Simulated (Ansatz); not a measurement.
# Ta2NS2 MXene monolayer in a perpendicular field, part 3 of 4

Wanted: the out-of-plane response of the Ta2NS2 MXene monolayer. A positive field points along +c.

Ansatz 0.2.0; plane-wave DFT, PBE-D3(BJ), Ansatz PAW.

So far. Step 8 (Atoms held, field 0.3 V/Å): The dipole is 0.114 e·Å.

## 9. Response, atoms held

This step: plane-wave DFT, PBE-D3(BJ), Ansatz PAW; response to a field along the normal, atoms held (Ansatz 0.2.0).

The dipoles give the slope, and the difference of two potentials shows where the field is screened.

Numbers from this step:

| Quantity | Value |
| --- | --- |
| equivalent conductor thickness p/(ε₀AE) | 7.333 Å |
| distance between the outer atoms | 5.457 Å |

The dipole of the cell by applied field:

```csv
applied field (V/Å),dipole of the cell (e·Å)
-0.050,-0.0189
0.000,-4.0e-6
0.050,0.0189
0.100,0.0378
0.200,0.0757
0.300,0.114
```

Local field over the applied field, running mean. From the potentials at -0.05 and 0.05 V/Å; running mean over 2.5 Å. The local field over applied field by z:

z (Å), local field over applied field and a bar:
```
      4.5      0.999 ##############################
      5.0      0.997 ##############################
      5.5      0.992 ##############################
      6.0      0.975 #############################
      6.5      0.931 ############################
      7.0      0.833 #########################
      7.5      0.680 ####################
      8.0      0.503 ###############
      8.5      0.323 #########
      9.0      0.176 #####
      9.5      0.086 ##
     10.0      0.046 #
     10.5      0.030 
     11.0      0.028 
     11.5      0.025 
     12.0      0.026 
     12.5      0.028 
     13.0      0.030 
     13.5      0.048 #
     14.0      0.092 ##
     14.5      0.186 #####
     15.0      0.338 ##########
     15.5      0.519 ###############
     16.0      0.695 #####################
     16.5      0.844 #########################
     17.0      0.937 ############################
     17.5      0.977 #############################
     18.0      0.993 ##############################
     18.5      0.998 ##############################
     19.0      0.999 ##############################
```

Electrons, planar mean, per unit field. Table of induced electron density by z:

z (Å), induced electron density (e/Å³ per V/Å) and a bar from the least value:
```
      4.5    0.00000 ###############
      5.0    0.00001 ###############
      5.5    0.00003 ###############
      6.0    0.00011 ###############
      6.5    0.00033 ################
      7.0    0.00091 ###################
      7.5    0.00222 ########################
      8.0    0.00366 ##############################
      8.5    0.00235 #########################
      9.0    0.00094 ###################
      9.5    0.00044 #################
     10.0   -0.00080 ############
     10.5    0.00047 #################
     11.0    0.00020 ################
     11.5    0.00007 ###############
     12.0   -0.00009 ###############
     12.5   -0.00025 ##############
     13.0   -0.00034 ##############
     13.5    0.00079 ##################
     14.0   -0.00056 #############
     14.5   -0.00092 ###########
     15.0   -0.00257 ####
     15.5   -0.00361 
     16.0   -0.00208 ######
     16.5   -0.00084 ###########
     17.0   -0.00030 ##############
     17.5   -0.00010 ##############
     18.0   -0.00003 ###############
     18.5   -0.00001 ###############
     19.0    0.00000 ###############
```

By hand: between -0.05 and 0.05 V/Å the dipole changes by 0.03784 e·Å, a slope of 0.3784 e·Å²/V. A perfect conductor of thickness t has p = ε₀AEt, so t = 180.95 × 0.3784 / 9.338 = 7.33 Å (e/ε₀ = 180.95 V·Å, A in Å²).

The induced dipole is that of a conductor 7.33 Å thick.

## 10. Field on, atoms free, field 0.1 V/Å

This step: plane-wave DFT, PBE-D3(BJ), Ansatz PAW (Ansatz 0.2.0).

Now the atoms may follow the field. A weak field makes forces of meV/Å to tens of meV/Å, so the force tolerance is set well below the usual one.

File input.yaml:

```yaml
crystal:
  lattice:
    - [3.2836587501, 0.0, 0.0]
    - [-1.6418293751, 2.843731895, 0.0]
    - [0.0, 0.0, 23.4570794682]
  atoms:
    - { symbol: S, position: [0.3333333333, 0.6666666667, 0.3836794778] }
    - { symbol: Ta, position: [0.6666666667, 0.3333333333, 0.451467435] }
    - { symbol: "N", position: [0.0, 0.0, 0.5] }
    - { symbol: Ta, position: [0.3333333333, 0.6666666667, 0.548532565] }
    - { symbol: S, position: [0.6666666667, 0.3333333333, 0.6163205222] }
kpoints:
  mp_grid: { grid: [12, 12, 1] }
hamiltonian:
  xc: pbe
  dispersion: d3bj
scf:
  occupations: { method: fermi_dirac, width: 0.05 }
  convergence: { dr2_threshold: 1.0e-10 }
efield:
  axis: 3
  dipole_correction: true
  ramp_position: 0.97
  ramp_width: 0.06
  amplitude: 0.1
relax:
  f_tol: 0.001
  max_steps: 60
output:
  write_potential: true
  write_density: true
  volumetric_format: npy
```

Started as:

```
> ansatz run input.yaml --threads 4 --pin off --max-ram 6144MiB --backend cpu --events-out ev --progress --plain --runs-dir out
```

Numbers of over 12 decimals in the logs are rounded to 6 here.

The program printed:

```text
[...]
Crystal: 5 atoms, lattice volume = 219.039 Å³
Basis set: ecut = 420 eV, 4363 PW (Γ), exchange–correlation on 48×48×320 points (8 copies of the dense FFT grid, shifted against one another)
Bands: 27, of which v1, the nominal top of the filled ones, is band 22 counted from 1 (21 counted from 0)
Symmetry: 6 space group operations
k-points: 19 of 144 (time reversal used)
[...]
SCF iter   1: F=—  HF=-22061.702564 eV  |F-HF|=—  |Δ(HF+E_count)|=         —  Δρ=5.40e-2  dr2=8.46e0  ethr=3.10e-3  p=0.039 e·Å  D=3.25e-2 V/Å  ΔV_dip=-0.76 eV  dr2_dipole=8.55e-5  V_vac-E_F(+/−)=6.89/5.54 eV  ⟨swp⟩=9.2  Hψ=3098  notcnv=0
[...]
SCF iter  11: F=-22059.507715 eV  HF=-22059.507715 eV  |F-HF|=1.53e-9  |Δ(HF+E_count)|=   1.16e-8  Δρ=2.17e-7  dr2=8.28e-11  ethr=1.00e-12  p=0.038 e·Å  D=3.13e-2 V/Å  ΔV_dip=-0.73 eV  dr2_dipole=1.16e-12  V_vac-E_F(+/−)=5.72/4.34 eV  ⟨swp⟩=9.1  Hψ=3407  notcnv=0
SCF 1 converged in 11 iterations: F = -22059.507715 eV  dr2 = 8.28e-11
[...]
relax step   1: F+E_penalty+E_count = -22059.50771503 eV  Δ(F+E_penalty+E_count) = +0.000e0 eV  max|allowed force component| = 1.097e-2 eV/Å  Δτ_max = 0.0000 Å  (11 SCF iters, accepted)
[...]
SCF iter   6: F=-22059.507718 eV  HF=-22059.507718 eV  |F-HF|=1.56e-10  |Δ(HF+E_count)|=  2.04e-10  Δρ=7.93e-8  dr2=9.77e-12  ethr=1.00e-12  p=0.038 e·Å  D=3.14e-2 V/Å  ΔV_dip=-0.74 eV  dr2_dipole=2.38e-13  V_vac-E_F(+/−)=5.72/4.34 eV  ⟨swp⟩=9.0  Hψ=3363  notcnv=0
SCF 2 converged in 6 iterations: F = -22059.507718 eV  dr2 = 9.77e-12
[...]
relax step   2: F+E_penalty+E_count = -22059.50771794 eV  Δ(F+E_penalty+E_count) = -2.914e-6 eV  max|allowed force component| = 5.872e-3 eV/Å  Δτ_max = 0.0007 Å  (6 SCF iters, accepted)
SCF iter   1: F=—  HF=-22059.507887 eV  |F-HF|=—  |Δ(HF+E_count)|=         —  Δρ=1.12e-5  dr2=7.81e-7  ethr=2.00e-8  p=0.038 e·Å  D=3.14e-2 V/Å  ΔV_dip=-0.74 eV  dr2_dipole=2.17e-8  V_vac-E_F(+/−)=5.72/4.34 eV  ⟨swp⟩=2.0  Hψ=1009  notcnv=0  defer=4
[...]
SCF iter   5: F=-22059.507719 eV  HF=-22059.507719 eV  |F-HF|=5.46e-11  |Δ(HF+E_count)|=   2.15e-9  Δρ=1.14e-7  dr2=4.81e-11  ethr=1.00e-12  p=0.038 e·Å  D=3.13e-2 V/Å  ΔV_dip=-0.73 eV  dr2_dipole=5.54e-12  V_vac-E_F(+/−)=5.72/4.34 eV  ⟨swp⟩=9.3  Hψ=3484  notcnv=0
SCF 3 converged in 5 iterations: F = -22059.507719 eV  dr2 = 4.81e-11
relax step   3: F+E_penalty+E_count = -22059.50771941 eV  Δ(F+E_penalty+E_count) = -1.469e-6 eV  max|allowed force component| = 9.081e-4 eV/Å  Δτ_max = 0.0003 Å  (5 SCF iters, accepted)
[...]
the band table was solved once a step of the walk had ended and its energy, with any forces and stress, was formed, with the checks that follow a solve (2924 applications of the Hamiltonian). They found nothing against the state; the energy, forces and stress were not computed again (output.eigenvalues in the input reference)
SCF converged after 5 iterations
Free energy (F): -22059.507719 eV
[...]
Internal energy: -22059.498237 eV  (E = F + TS)
E sigma→0 (E₀):  -22059.502978 eV
Entropy (-TS):   -0.009482 eV (-1.896 meV/atom)
Fermi energy:    1.634242 eV
Dipole field:    D = 0.031320 V/Å  (p = 0.037912 e·Å, saw-weighted, corrected)
Work function:   not extracted (applied field tilts the vacuum); planar V_es + V_field profile in the machine report
[...]
--- Forces (eV/Å), atoms counted from 1 ---
  atom   1  S      0.00000000    -0.00000000     0.00000975
  atom   2  Ta    -0.00000000     0.00000000     0.00022225
  atom   3  N      0.00000000    -0.00000000    -0.00090882
  atom   4  Ta     0.00000000    -0.00000000     0.00075120
  atom   5  S     -0.00000000     0.00000000    -0.00007780
  max |Σ_I F_I| component: 3.42e-6 eV/Å
--- Band table (eV; the first three rows and the last of 19) ---
  k-point 0: bands = [... 18 lower, 0.2359, 0.2359, 0.4976, 0.4976, 1.2504, 2.2880, 3.0496, 3.0496, ... 1 higher]
  k-point 1: bands = [... 18 lower, -0.5125, -0.2872, 0.4800, 1.0084, 1.4937, 2.5854, 3.0402, 3.1757, ... 1 higher]
  k-point 2: bands = [... 18 lower, -0.7830, -0.6244, -0.0884, 1.4407, 1.8835, 2.8227, 3.4347, 3.6524, ... 1 higher]
  k-point 18: bands = [... 18 lower, -2.2674, -2.2432, 1.4535, 1.4601, 2.1307, 4.1784, 4.1820, 4.5761, ... 1 higher]
--- Relaxed structure (3 steps of the walk, 3 accepted, 0 SCFs on fresh bases) ---
  F+E_penalty+E_count = -22059.50771941 eV   max|allowed force component| = 9.081e-4 eV/Å
  atoms:
    - { symbol: S, position: [0.333333, 0.666667, 0.383660] }
    - { symbol: Ta, position: [0.666667, 0.333333, 0.451479] }
    - { symbol: N, position: [0, 0, 0.500005] }
    - { symbol: Ta, position: [0.333333, 0.666667, 0.548540] }
    - { symbol: S, position: [0.666667, 0.333333, 0.616316] }
```

Run time: 4.2 s. Hardware: 4 threads of Intel Xeon Platinum 8488C (Sapphire Rapids), shared host; peak memory 0.65 GiB.

No atom moved by 0.005 Å in the relaxation.

Numbers from this step:

```yaml
energy_at_zero_smearing: -22059.5030 eV
dipole_along_the_normal: 0.03791 e·Å
```

The relaxation took 3 steps and lowered the energy by 4.4e-6 eV; the largest force on the free atoms ends at 9.1e-4 eV/Å.

The dipole is 0.0379 e·Å.

## 11. Relaxing in the field, field -0.1 V/Å

The opposite sign, again from the field-free geometry; the difference of the two cancels what relaxes without a field.

Edit input.yaml of step 10 so:

```diff
@@ -24,3 +24,3 @@
   ramp_width: 0.06
-  amplitude: 0.1
+  amplitude: -0.1
 relax:
```

The program printed:

```text
[...]
Crystal: 5 atoms, lattice volume = 219.039 Å³
Basis set: ecut = 420 eV, 4363 PW (Γ), exchange–correlation on 48×48×320 points (8 copies of the dense FFT grid, shifted against one another)
Bands: 27, of which v1, the nominal top of the filled ones, is band 22 counted from 1 (21 counted from 0)
Symmetry: 6 space group operations
k-points: 19 of 144 (time reversal used)
[...]
--- Relaxed structure (3 steps of the walk, 3 accepted, 0 SCFs on fresh bases) ---
  F+E_penalty+E_count = -22059.50771941 eV   max|allowed force component| = 9.074e-4 eV/Å
  atoms:
    - { symbol: S, position: [0.333333, 0.666667, 0.383684] }
    - { symbol: Ta, position: [0.666667, 0.333333, 0.451460] }
    - { symbol: N, position: [0, 0, 0.499995] }
    - { symbol: Ta, position: [0.333333, 0.666667, 0.548521] }
    - { symbol: S, position: [0.666667, 0.333333, 0.616340] }
[key lines of the parts left out:]
SCF converged after 5 iterations
Free energy (F): -22059.507719 eV
Fermi energy:    1.634242 eV
Dipole field:    D = -0.031320 V/Å  (p = -0.037912 e·Å, saw-weighted, corrected)
```

Wall time 4.5 s (4 threads); peak memory 0.63 GiB; 16 s of CPU time.

No atom moved by 0.005 Å in the relaxation.

This step gave:

```yaml
dipole_along_the_normal: -0.03791 e·Å
```

The relaxation took 3 steps and lowered the energy by 4.4e-6 eV; the largest force on the free atoms ends at 9.1e-4 eV/Å.

The dipole is -0.0379 e·Å.

## 12. Response, atoms relaxed

This step: plane-wave DFT, PBE-D3(BJ), Ansatz PAW; response to a field along the normal, atoms relaxed (Ansatz 0.2.0).

The same analysis on the two relaxed runs holds the ionic part too; their mesh is coarser, so small differences from the held value can come from that.

This step gave:

```
equivalent conductor thickness p/(ε₀AE) : 7.347 Å
```

The dipole of the cell by applied field:

| applied field (V/Å) | dipole of the cell (e·Å) |
| --- | --- |
| -0.1000 | -0.0379 |
| 0.1000 | 0.0379 |

Local field over the applied field, running mean. From the potentials at -0.1 and 0.1 V/Å; running mean over 2.5 Å. Table of local field over applied field by z:

| z (Å) | local field over applied field |
| --- | --- |
| 4.5 | 0.999 |
| 5.0 | 0.997 |
| 5.5 | 0.992 |
| 6.0 | 0.975 |
| 6.5 | 0.928 |
| 7.0 | 0.819 |
| 7.5 | 0.675 |
| 8.0 | 0.516 |
| 8.5 | 0.352 |
| 9.0 | 0.194 |
| 9.5 | 0.0897 |
| 10.0 | 0.0376 |
| 10.5 | 0.0150 |
| 11.0 | 0.00752 |
| 11.5 | 0.0130 |
| 12.0 | 0.0139 |
| 12.5 | 0.00647 |
| 13.0 | 0.0166 |
| 13.5 | 0.0404 |
| 14.0 | 0.0962 |
| 14.5 | 0.206 |
| 15.0 | 0.367 |
| 15.5 | 0.530 |
| 16.0 | 0.688 |
| 16.5 | 0.831 |
| 17.0 | 0.934 |
| 17.5 | 0.977 |
| 18.0 | 0.992 |
| 18.5 | 0.998 |
| 19.0 | 0.999 |

Electrons, planar mean, per unit field. Table of induced electron density by z:

z (Å), induced electron density (e/Å³ per V/Å) and a bar from the least value:
```
      4.5    0.00000 ###############
      5.0    0.00001 ###############
      5.5    0.00003 ###############
      6.0    0.00011 ###############
      6.5    0.00034 ################
      7.0    0.00095 ##################
      7.5    0.00242 #######################
      8.0    0.00450 #############################
      8.5    0.00330 #########################
      9.0    0.00085 ##################
      9.5   -0.00123 ###########
     10.0   -0.00477 
     10.5   -0.00038 ##############
     11.0    0.00226 ######################
     11.5    0.00047 #################
     12.0   -0.00066 #############
     12.5   -0.00206 #########
     13.0    0.00076 #################
     13.5    0.00477 ##############################
     14.0    0.00089 ##################
     14.5   -0.00085 ############
     15.0   -0.00360 ####
     15.5   -0.00436 #
     16.0   -0.00225 ########
     16.5   -0.00088 ############
     17.0   -0.00030 ##############
     17.5   -0.00010 ###############
     18.0   -0.00003 ###############
     18.5   -0.00001 ###############
     19.0    0.00000 ###############
```

The induced dipole is that of a conductor 7.35 Å thick.

(Continued in part 4 of 4.)

[Logs are printed without paths, hosts, clocks, repeated set-up lines and the standing remarks that a program may print on its own settings, such as how far it seeks lower states.]

[Hosts, paths, dates, database ids (printed as entryN), source tags and the programs' standing remarks are cut or masked in the printed files.]

[Maps of the electrostatic potential energy from Ansatz leave out the sawtooth potential of an applied field or a dipole correction, so their vacuum need not be flat; planar profiles and work functions include it.]
